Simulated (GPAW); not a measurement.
Runs of GPAW 26.7.0 on PtSe2 (Sudovikovite). The structure is trigonal, space group P-3m1 (No. 164). The conventional cell has a = 3.724 Å, b = 3.724 Å, c = 5.062 Å, α = 90.00°, β = 90.00°, γ = 120.00°. Pt (site symmetry -3m) is surrounded by 6 Se at 2.49 Å. Around Se (site symmetry 3m) lie 3 Pt at 2.49 Å. 

```tsv
task	level	potentials or basis	spin	cell	k mesh	cutoff (eV)	maxiter	band path	band points	spin axis theta (degrees)	spin axis phi (degrees)	other keys	mesh quality	gap on the mesh (eV)	pressure (GPa)	largest force (eV/Å)
single point	PBE	GPAW PAW data sets (gpaw-data 1.2.1), pw	off	as given	6 × 6 × 4	1200	75	-	-	-	-	several, not listed	not flagged	none	7.4	0.61
band structure	BP86	PAW data sets generated in the run's folder for this functional, pw	SOC, no magnetisation	as given	6 × 6 × 4	600	150	GMKGALHA,LM,KH	80	90	45	-	not flagged	-	8.2	(a)
relaxation of cell and atoms	BLYP	PAW data sets generated in the run's folder for this functional, pw	off	relaxed	6 × 6 × 4	600	150	-	-	-	-	-	not flagged	1.55	0.0	-
band structure	OLYP	PAW data sets generated in the run's folder for this functional, pw	SOC, no magnetisation	as given	6 × 6 × 4	600	150	GMKGALHA,LM,KH	80	90	0	-	not flagged	-	6.9	0.19
band structure	MS2	GPAW PAW data sets (gpaw-data 1.2.1), pw	SOC, no magnetisation	as given	6 × 6 × 4	600	150	GMKGALHA,LM,KH	60	90	45	-	not flagged	-	2.5	(d)
single point	PBE	GPAW PAW data sets (gpaw-data 1.2.1), pw	off	as given	4 × 4 × 3	600	50	-	-	-	-	several, not listed	coarse	none	7.0	0.53
band structure	vdW-DF	GPAW PAW data sets (gpaw-data 1.2.1), pw	SOC, no magnetisation	as given	6 × 6 × 4	600	150	GMKGALHA,LM,KH	100	90	45	-	not flagged	-	-	(c)
band structure	mBEEF	GPAW PAW data sets (gpaw-data 1.2.1), pw	SOC, no magnetisation	as given	6 × 6 × 4	600	150	GMKGALHA,LM,KH	80	0	0	-	not flagged	-	1.8	(b)
```

Alike in all rows: smearing fermi-dirac 0.05 eV.

**Question.** Estimate the missing entries.

**Answer.** (a) 0.67; (b) 0.25; (c) 1.26; (d) 0.16.

Caveats: some runs use coarse meshes; spin-orbit coupling was added after a scalar SCF, so levels and gaps hold it while energy, forces, pressure and moments don't (some runs); this program's spin-orbit splittings come out too wide for heavy elements (some runs); the PAW data sets were made with another functional, which shifts forces and pressure a little (some runs); later steps reuse the first step's grids (some runs); spin-orbit coupling is left out, which moves the levels of the heavy elements (some runs).

A k mesh can miss the band edges, and rows without SOC leave out spin-orbit coupling on Pt, Se.

A gap of «none» marks a metal or a gap under the smearing width.
